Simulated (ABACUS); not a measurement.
## TaS2: equation of state with PBE

Crystal: TaS2.

```
Ta S
1.0
     3.35000    0.00000    0.00000
    -1.67500    2.90119    0.00000
     0.00000    0.00000    5.86000
Ta S
1 2
Cartesian
  0.0000 0.0000 0.0000
  1.6750 0.9671 4.3950
  0.0000 1.9341 1.4650
```

```json
{"Program": "ABACUS 3.10.1", "Task": "equation of state", "Functional": "PBE", "Potentials or basis": "PseudoDojo NC FR 0.4 PBE standard", "Cutoff": "1361 eV", "Density cutoff": "5442 eV", "Basis": "DZP LCAO (the cutoffs set its grid)", "k mesh": "6 × 6 × 3", "Occupations": "fermi-dirac, width 0.05 eV", "Spin": "spin-orbit coupling, no magnetisation", "Orbital files": "Ta Ta_confined-atom_7au_3s2p2d1f.orb, S S_confined-atom_7au_2s2p1d.orb", "Radial cutoff of the potentials (pseudo_rcut)": "10 bohr", "SCF threshold on the density": "1e-07", "Max SCF steps": "100", "Eigensolver": "genelpa", "Mixing": "broyden", "Mixing share": "0.4", "Symmetry key": "0", "Bands": "34"}
```

```
Equilibrium volume                        : 20.38 Å³/atom (rough: see the caveat)
Bulk modulus at fixed shape and positions : 124 GPa (rough)
```

Energy against volume, from the lowest point:
```
volume (Å³/atom)  energy (meV/atom)
          17.845             151.51
          18.605              68.55
          19.364              20.07
          20.123               0.00
```

All runs of the series together: 89 s on 4 threads of Intel(R) Xeon(R) Platinum 8488C (Sapphire Rapids) (shared host).

Caveat: the k mesh is coarse (spacing up to 0.36 Å⁻¹), so the values aren't converged; the atomic orbitals were generated for these runs and aren't a published set; the minimum lies outside the volumes run; the cell was scaled at fixed shape and fractional positions, which overstates the stiffness of a crystal with free parameters, most of all of layers and chains; this functional lacks dispersion, which binds the layers, so the pressure and a relaxed spacing across them are unreliable; the basis of atomic orbitals isn't converged, which shifts pressures, moduli and gaps.
